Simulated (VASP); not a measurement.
# C in VASP: a series of runs

The runs below take C through single point, with r2SCAN.

Everything below comes from runs of VASP 6.6.1. Logs are shortened: lines on timing, memory, paths and dates and some standing lists are left out, and cuts for length are marked.

### Step 1. The structure

The cell holds a sheet with vacuum, 2 atoms: a = 2.456 Å, b = 2.456 Å, c = 23.800 Å, α = 90.00°, β = 90.00°, γ = 120.00°.

The cell was built by a generator and needn't be a form met in nature.

### Step 2. Single point, r2SCAN

Contents of POSCAR:

```
C
1.0
    2.4556491126      0.0000000000      0.0000000000
   -1.2278245563      2.1266545143      0.0000000000
    0.0000000000      0.0000000000     23.8000000000
C
2
Direct
    0.3333333333      0.6666666667      0.2941176471
    0.6666666667      0.3333333333      0.2941176471
```

Contents of INCAR.step1:

```
SYSTEM = C
  ALGO = Normal
  DIPOL = 0.5 0.5 0.294
  EDIFF = 1E-4
  ENCUT = 520
  GGA = PE
  IDIPOL = 3
  ISMEAR = 0
  LASPH = .TRUE.
  LCHARG = .FALSE.
  LDIPOL = .TRUE.
  LREAL = .FALSE.
  LWAVE = .TRUE.
  NBANDS = 11
  NELM = 100
  PREC = Accurate
  SIGMA = 0.03
```

Contents of INCAR.step2:

```
SYSTEM = C
  ALGO = Normal
  DIPOL = 0.5 0.5 0.294
  EDIFF = 1E-7
  ENCUT = 520
  IDIPOL = 3
  ISIF = 2
  ISMEAR = 0
  ISTART = 1
  LASPH = .TRUE.
  LCHARG = .TRUE.
  LDIPOL = .TRUE.
  LELF = .TRUE.
  LMIXTAU = .TRUE.
  LREAL = .FALSE.
  LVACPOTAV = .TRUE.
  LVHAR = .TRUE.
  LWAVE = .FALSE.
  METAGGA = R2SCAN
  NBANDS = 11
  NELM = 100
  PREC = Accurate
  SIGMA = 0.03
```

Contents of KPOINTS:

```
k-points
0
G
  18 18 1
  0 0 0
```

Potentials or basis: VASP PAW PBE potentials, release 64 (C).

On the command line:

```sh
cat potpaw_PBE.64/C/POTCAR > POTCAR
cp INCAR.step1 INCAR
mpirun -np 1 vasp_std > vasp.out
cp INCAR.step2 INCAR
mpirun -np 1 vasp_std > vasp.out
```

OUTCAR:

```text
SYSTEM = C
   EDIFF = 1E-7
   ENCUT = 520
   ISIF = 2
   ISMEAR = 0
   ISTART = 1
   LASPH = .TRUE.
   LREAL = .FALSE.
   METAGGA = R2SCAN
   NELM = 100
   PREC = Accurate

 ion  position               nearest neighbor table
   1  0.333  0.667  0.294-   2 1.42   2 1.42   2 1.42
   2  0.667  0.333  0.294-   1 1.42   1 1.42   1 1.42

  LATTYP: Found a hexagonal cell.
 ALAT       =     2.4556491126
 C/A-ratio  =     9.6919384280

  Lattice vectors:

 A1 = (   2.4556491126,   0.0000000000,   0.0000000000)
 A2 = (  -1.2278245563,   2.1266545143,   0.0000000000)
 A3 = (   0.0000000000,   0.0000000000,  23.8000000000)

Analysis of symmetry for initial positions (statically):
=====================================================================
 Subroutine PRICEL returns:
 Original cell was already a primitive cell.

 Routine SETGRP: Setting up the symmetry group for a
 hexagonal supercell.

 Subroutine GETGRP returns: Found 24 space group operations
 (whereof 12 operations were pure point group operations)
 out of a pool of 24 trial point group operations.

The static configuration has the point symmetry C_6v.
 The point group associated with its full space group is D_6h.

Analysis of symmetry for dynamics (positions and initial velocities):
=====================================================================
 Subroutine PRICEL returns:
 Original cell was already a primitive cell.

 Routine SETGRP: Setting up the symmetry group for a
 hexagonal supercell.

 Subroutine GETGRP returns: Found 24 space group operations
 (whereof 12 operations were pure point group operations)
 out of a pool of 24 trial point group operations.

The dynamic configuration has the point symmetry C_6v.
 The point group associated with its full space group is D_6h.

 Subroutine INISYM returns: Found 24 space group operations
 (whereof 12 operations are pure point group operations),
 and found     1 'primitive' translations

----------------------------------------------------------------------------------------

                                     Primitive cell

  volume of cell :     124.2912

  direct lattice vectors                    reciprocal lattice vectors
     2.455649113  0.000000000  0.000000000     0.407224304  0.235111061  0.000000000
    -1.227824556  2.126654514  0.000000000     0.000000000  0.470222123  0.000000000
     0.000000000  0.000000000 23.800000000     0.000000000  0.000000000  0.042016807

  length of vectors
     2.455649113  2.455649113 23.800000000     0.470222123  0.470222123  0.042016807

  position of ions in fractional coordinates (direct lattice)
     0.333333333  0.666666667  0.294117647
     0.666666667  0.333333333  0.294117647

  ion indices of the primitive-cell ions
   primitive index   ion index
                 1           1
                 2           2

----------------------------------------------------------------------------------------

 KPOINTS: k-points

Automatic generation of k-mesh.
 Grid dimensions read from file:
 generate k-points for:   18   18    1

 Generating k-lattice:

  Cartesian coordinates                     Fractional coordinates (reciprocal lattice)
     0.022623572  0.013061726  0.000000000     0.055555556 -0.000000000  0.000000000
     0.000000000  0.026123451  0.000000000     0.000000000  0.055555556  0.000000000
     0.000000000  0.000000000  0.042016807     0.000000000  0.000000000  1.000000000

  Length of vectors
     0.026123451  0.026123451  0.042016807

  Shift w.r.t. Gamma in fractional coordinates (k-lattice)
     0.000000000  0.000000000  0.000000000

 Subroutine IBZKPT returns following result:
 ===========================================

 Found     37 irreducible k-points:

 Following reciprocal coordinates:
            Coordinates               Weight
  0.000000  0.000000  0.000000      1.000000
  0.055556 -0.000000  0.000000      6.000000
  0.111111 -0.000000  0.000000      6.000000
  0.166667 -0.000000  0.000000      6.000000
  0.222222 -0.000000  0.000000      6.000000
  0.277778  0.000000  0.000000      6.000000
[... 16 lines left out ...]
  0.333333  0.111111  0.000000     12.000000
  0.388889  0.111111  0.000000     12.000000
 [... further k-points ...]
   k-points           NKPTS =     37   k-points in BZ     NKDIM =     37   number of bands    NBANDS=     11
   number of dos      NEDOS =    301   number of ions     NIONS =      2
   total plane-waves  NPLWV =  58320
   dimension x,y,z NGX =    18 NGY =   18 NGZ =  180
   dimension x,y,z NGXF=    36 NGYF=   36 NGZF=  360
   ions per type =               2
   NGX,Y,Z   is equivalent  to a cutoff of  12.19, 12.19, 12.57 a.u.
   NGXF,Y,Z  is equivalent  to a cutoff of  24.37, 24.37, 25.15 a.u.
 SYSTEM =  C
   PREC   = accura    normal or accurate (medium, high low for compatibility)
   ISTART =      1    job   : 0-new  1-cont  2-samecut
   ICHARG =      0    charge: 1-file 2-atom 10-const
   ISPIN  =      1    spin polarized calculation?
   LNONCOLLINEAR =      F non collinear calculations
   LSORBIT =      F    spin-orbit coupling
   LASPH  =      T    aspherical Exc in radial PAW
   ENCUT  =  520.0 eV  38.22 Ry    6.18 a.u.   4.57  4.57 44.25*2*pi/ulx,y,z
   NELM   =    100;   NELMIN=  2; NELMDL=  0     # of ELM steps
   EDIFF  = 0.1E-06   stopping-criterion for ELM
   LREAL  =      F    real-space projection
   EDIFFG = 0.1E-05   stopping-criterion for IOM
   NSW    =      0    number of steps for IOM
   IBRION =     -1    ionic relax: 0-MD 1-quasi-New 2-CG
   NFREE  =      0    steps in history (QN), initial steepest desc. (CG)
   ISIF   =      2    stress and relaxation
   ISYM   =      2    0-nonsym 1-usesym 2-fastsym
   POTIM  = 0.5000    time-step for ionic-motion
   TEBEG  =    0.0;   TEEND  =   0.0 temperature during run
   PSTRESS=    0.0 pullay stress
   NELECT =       8.0000    total number of electrons
   NUPDOWN=      -1.0000    fix difference up-down
   EMIN   =  10.00;   EMAX   =-10.00  energy-range for DOS
   EFERMI =   0.00;   METHOD = LEGACY
   ISMEAR =     0;   SIGMA  =   0.03  broadening in eV -4-tet -1-fermi 0-gaus
   EFERMI_NEDOS =   21; number of points for ismear=-14 and -15
   IALGO  =     38    algorithm
   IMIX   =      4    mixing-type and parameters
     AMIX     =   0.40;   BMIX     =  1.00
     AMIX_MAG =   1.60;   BMIX_MAG =  1.00
  volume/ion in A,a.u.               =      62.15       419.38
  Fermi-wavevector in a.u.,A,eV,Ry     =   0.656082  1.239815  5.856540  0.430444
  Thomas-Fermi vector in A             =   1.727161
   LORBIT       =      0    0 simple, 1 ext, 2 COOP (PROOUT), +10 PAW based schemes
   METAGGA = R2SCAN    functional components
   LHFCALC =     F    Hartree Fock is set to
   AEXX    =    0.0000 exact exchange contribution
   IVDW    =     0    specifies the selected vdW correction
   LEPSILON=     F    determine dielectric tensor
   LRPA    =     F    only Hartree local field effects (RPA)
 non-spin polarized calculation
 Gauss-broadening in eV      SIGMA  =   0.03
  energy-cutoff  :      520.00
  volume of cell :      124.29
 maximum number of plane-waves:      3397
   NGX =  9   NGY =  9   NGZ = 89

 dipolmoment           0.000000      0.000000      0.000006 electrons x Angstroem

 number of electron       7.9999997 magnetization

 dipolmoment           0.000000      0.000000     -0.000000 electrons x Angstroem

 Free energy of the ion-electron system (eV)
  ---------------------------------------------------
  ext. energy  EPLUGINS =         0.00000000
  ---------------------------------------------------
  free energy    TOTEN  =       -19.84119392 eV

  energy without entropy =      -19.84098496  energy(sigma->0) =      -19.84108944

 E-fermi :  -2.9951     XC(G=0):  -1.8169

 val. band max:       -2.9950645993   @ k =   0.3333   0.3333   0.0000
 cond. band min:      -2.9950645625   @ k =   0.3333   0.3333   0.0000
 fundamental gap:      0.0000000368
 Fermi energy:        -2.9950645808

 k-point     1 :       0.0000    0.0000    0.0000
  band No.  band energies     occupation
      1     -23.8685      2.00000
      2     -11.1452      2.00000
      3      -6.2308      2.00000
      4      -6.2308      2.00000
      5       0.6360      0.00000
      6       1.3254      0.00000
      7       1.4146      0.00000
      8       2.0964      0.00000
      9       2.3692      0.00000
     10       3.5567      0.00000
     11       3.9748      0.00000

 k-point     2 :       0.0556   -0.0000    0.0000
  band No.  band energies     occupation
      1     -23.7909      2.00000
      2     -11.0524      2.00000
      3      -6.5535      2.00000
      4      -6.3993      2.00000
      5       0.7370      0.00000
      6       1.4274      0.00000
      7       1.5171      0.00000
      8       2.1984      0.00000
      9       2.4712      0.00000
     10       3.6583      0.00000
     11       4.0758      0.00000

 k-point     3 :       0.1111   -0.0000    0.0000
  band No.  band energies     occupation
      1     -23.5583      2.00000
      2     -10.7750      2.00000
      3      -7.4373      2.00000
      4      -6.8460      2.00000
      5       1.0402      0.00000
      6       1.7333      0.00000
      7       1.8246      0.00000
      8       2.5040      0.00000
      9       2.7772      0.00000
     10       3.9626      0.00000
     11       4.3788      0.00000
[... 267 lines left out ...]
 k-point    23 :       0.3333    0.1111    0.0000
  band No.  band energies     occupation
      1     -19.9419      2.00000
      2     -14.6818      2.00000
      3     -10.4838      2.00000
      4      -6.6749      2.00000
      5       0.5869      0.00000
      6       5.8466      0.00000
      7       6.2894      0.00000
      8       6.5979      0.00000
      9       6.7477      0.00000
     10       7.3656      0.00000
     11       7.6801      0.00000

 k-point    24 :       0.3889    0.1111    0.0000
  band No.  band energies     occupation
      1     -18.8966      2.00000
      2     -16.0468      2.00000
      3     -10.7231      2.00000
      4      -5.7171      2.00000
      5      -0.6940      0.00000
      6       6.1304      0.00000
      7       7.3825      0.00000
      8       8.0810      0.00000
      9       8.2822      0.00000
     10       8.8519      0.00000
     11       9.2014      0.00000

 [... further k-points ...]
[... 5 lines left out ...]
  --------------------------------------------------------------------------------------
  -------------------------------------------------------------------------------------
  Total        0.1280597      0.1280597     -0.0130534     -0.0000000      0.0000000      0.0000000
  in kB        1.6507553      1.6507553     -0.1682653     -0.0000000      0.0000000      0.0000000
  external PRESSURE =       1.0444151 kB  Pullay stress =       0.0000000 kB

 VOLUME and BASIS-vectors are now :
 -----------------------------------------------------------------------------
  energy-cutoff  :      520.00
  volume of cell :      124.29
      direct lattice vectors                 reciprocal lattice vectors
     2.455649113  0.000000000  0.000000000     0.407224304  0.235111061  0.000000000
    -1.227824556  2.126654514  0.000000000     0.000000000  0.470222123  0.000000000
     0.000000000  0.000000000 23.800000000     0.000000000  0.000000000  0.042016807

 POSITION                                       TOTAL-FORCE (eV/Angst)
 -----------------------------------------------------------------------------------
     -0.00000      1.41777      7.00000        -0.000000     -0.000000      0.000000
      1.22782      0.70888      7.00000         0.000000      0.000000      0.000000
 -----------------------------------------------------------------------------------
    total drift:                                0.000000      0.000000     -0.000009

  FREE ENERGIE OF THE ION-ELECTRON SYSTEM (eV)
  ---------------------------------------------------
  free  energy   TOTEN  =       -19.8411939203 eV

  energy  without entropy=      -19.8409849612  energy(sigma->0) =      -19.84108944

 vacuum level on the upper side and lower side of the slab         1.272         1.272
```

It took 3.3 min on 1 thread of Intel Xeon Platinum 8559C (Emerald Rapids), shared host; peak memory 0.24 GiB.

What came out:

```yaml
Free_energy: -19.8412 eV
Band_gap_on_the_k_mesh: none (metal or under the smearing width)
Work_function_of_the_upper_face: 4.27 eV
Work_function_of_the_lower_face: 4.27 eV
```

Levels at points of the mesh, in eV from the Fermi level:
```tsv
k point	band 1	band 2	band 3	band 4	band 5	band 6	band 7	band 8
(0.00, 0.00, 0.00)	-20.87	-8.15	-3.24	-3.24	3.63	4.32	4.41	5.09
(0.50, 0.00, 0.00)	-15.34	-14.11	-6.85	-2.54	1.81	7.76	11.71	11.80
```

Caveat: the PAW data sets were made with another functional, which shifts forces and pressure a little.

### Step 3. Single point, r2SCAN

This run uses another cell than the first one, of 36.84 Å³/atom, 0.593 times its volume.

Contents of POSCAR:

```
C
1.0
    2.4650000000      0.0000000000      0.0000000000
   -1.2325000000      2.1347526203      0.0000000000
    0.0000000000      0.0000000000     14.0000000000
C
2
Direct
    0.3333330000      0.6666670000      0.5000000000
    0.6666670000      0.3333330000      0.5000000000
```

Contents of INCAR.step1:

```
SYSTEM = C
  ALGO = Normal
  DIPOL = 0.5 0.5 0.500
  EDIFF = 1E-4
  ENCUT = 520
  GGA = PE
  IDIPOL = 3
  ISMEAR = 0
  LASPH = .True.
  LCHARG = .False.
  LDIPOL = .True.
  LREAL = .False.
  LWAVE = .True.
  NBANDS = 11
  NELM = 100
  PREC = Accurate
  SIGMA = 0.03
```

Contents of INCAR.step2:

```
SYSTEM = C
  ALGO = Normal
  DIPOL = 0.5 0.5 0.500
  EDIFF = 1E-6
  ENCUT = 520
  IDIPOL = 3
  ISIF = 2
  ISMEAR = 0
  ISTART = 1
  LASPH = .True.
  LCHARG = .False.
  LDIPOL = .True.
  LMIXTAU = .True.
  LREAL = .False.
  LWAVE = .False.
  METAGGA = R2SCAN
  NBANDS = 11
  NELM = 100
  PREC = Accurate
  SIGMA = 0.03
```

Contents of KPOINTS:

```
k-points
0
Gamma
  18 18 1
  0 0 0
```

Potentials or basis: VASP PAW PBE potentials, release 64 (C).

On the command line:

```sh
cat potpaw_PBE.64/C/POTCAR > POTCAR
cp INCAR.step1 INCAR
mpirun -np 1 vasp_std > vasp.out
cp INCAR.step2 INCAR
mpirun -np 1 vasp_std > vasp.out
```

Wall time 83 s (1 thread of Intel Xeon Platinum 8559C (Emerald Rapids), shared host); peak memory 0.18 GiB.

The run converged. Its results:

```yaml
Free_energy: -19.8401 eV
Band_gap_on_the_k_mesh: none (metal or under the smearing width)
```

Levels at points of the mesh, in eV from the Fermi level:
```tsv
k point	band 1	band 2	band 3	band 4	band 5	band 6	band 7	band 8
(0.00, 0.00, 0.00)	-20.78	-8.07	-3.24	-3.24	3.63	4.59	5.01	7.32
(0.50, 0.00, 0.00)	-15.30	-14.03	-6.82	-2.52	1.80	7.65	11.66	11.75
```

Caveat: the PAW data sets were made with another functional, which shifts forces and pressure a little.
